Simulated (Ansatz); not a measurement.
Orbital character of the bands of Mg2Si

```xyz
3
Lattice="0.0000 3.1950 3.1950 3.1950 0.0000 3.1950 3.1950 3.1950 0.0000" Properties=species:S:1:pos:R:3 pbc="T T T"
Mg    1.5975    1.5975    1.5975
Mg    4.7925    4.7925    4.7925
Si    0.0000    0.0000    0.0000
```

Atoms are numbered in the order listed.

The cell is COD entry 9009039, as deposited and not checked against the literature; nothing was relaxed. It differs from other determinations.

Theory: DFT, PBE, all-electron LAPW, scalar-relativistic in Ansatz 0.2.0.

The runs use a Γ-centred 9×9×9 k mesh, Fermi–Dirac smearing of 0.05 eV, basis error target 0.5 meV/atom, no spin polarisation.

Weights are projections on a minimal set of Löwdin-orthogonalised atomic shells, summed over atoms of an element; the rest lies outside that basis, and weights on diffuse cation s shells are inflated where empty shells are missing from it. Energies are in eV from the valence-band top.

Points: K (0.375, 0.375, 0.750), W (0.500, 0.250, 0.750).

```
           state               character
     K, -7.11 eV                       ?
     K, -3.96 eV                       ?
     K, -3.39 eV                       ?
     K, -1.60 eV              Si 3p 92 %
     W, -7.05 eV                       ?
W, -3.55 eV (×2)  Si 3p 61 %, Mg 3s 38 %
     W, -2.60 eV              Si 3p 84 %
```

Problem. Fill in "character" for the row "K, -7.11 eV".

Solution. Si 3s 94 %.

Problem. Fill in "character" for the row "K, -3.96 eV".

Solution. Si 3p 58 %, Mg 3s 41 %.

Problem. Give the missing entry: row "K, -3.39 eV", column "character".

Solution. Si 3p 71 %, Mg 3s 22 %.

Problem. What belongs in the row "W, -7.05 eV", column "character"?

Solution. Si 3s 97 %.
